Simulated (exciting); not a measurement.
# BN: equation of state with PBE

**Experimental background.**

From “Effect of nanostructuration on compressibility of cubic BN”, 2012, arxiv:1208.3664, for a bulk crystal of BN at 300 K: bulk modulus 395 ± 2 GPa.

Crystal: BN.

```xyz
2
Lattice="0.0000 1.8130 1.8130 1.8130 0.0000 1.8130 1.8130 1.8130 0.0000" Properties=species:S:1:pos:R:3 pbc="T T T"
N     0.9065    0.9065    0.9065
B     0.0000    0.0000    0.0000
```

The cell is a database's computed one.

```yaml
Program: exciting (release sodium)
Task: equation of state
Functional: PBE
Potentials_or_basis: all-electron LAPW+lo, shipped species files, valence relativity iora*
rgkmax: 7.5
k_mesh: 13 × 13 × 13
Occupations: fermi-dirac, width 0.05 eV
Spin: no spin polarisation
gmaxvr_cutoff_of_density_and_potential: 15 1/bohr
lmaxapw_and_lmaxmat: 10
lmaxvr: 8
nempty: 10
Valence_relativity: iora*
Muffin-tin_radii: N 1.38, B 1.38 bohr
```

```
Equilibrium volume                      : 5.95 Å³/atom
Bulk modulus                            : 371 GPa
Pressure derivative of the bulk modulus : 3.6
```

Energy against volume, from the lowest point:
```tsv
volume (Å³/atom)	energy (meV/atom)
5.602	26.57
5.721	11.25
5.840	2.63
5.959	0.00
6.078	2.91
6.198	10.85
6.317	23.35
```

Measured bulk modulus of BN: 395 GPa (300 K; quoted in “Effect of nanostructuration on compressibility of cubic BN”, 2012, arxiv:1208.3664). This calculation gives 371 GPa (-6.0 %). The fit is for a static lattice scaled at fixed shape and fixed fractional positions.
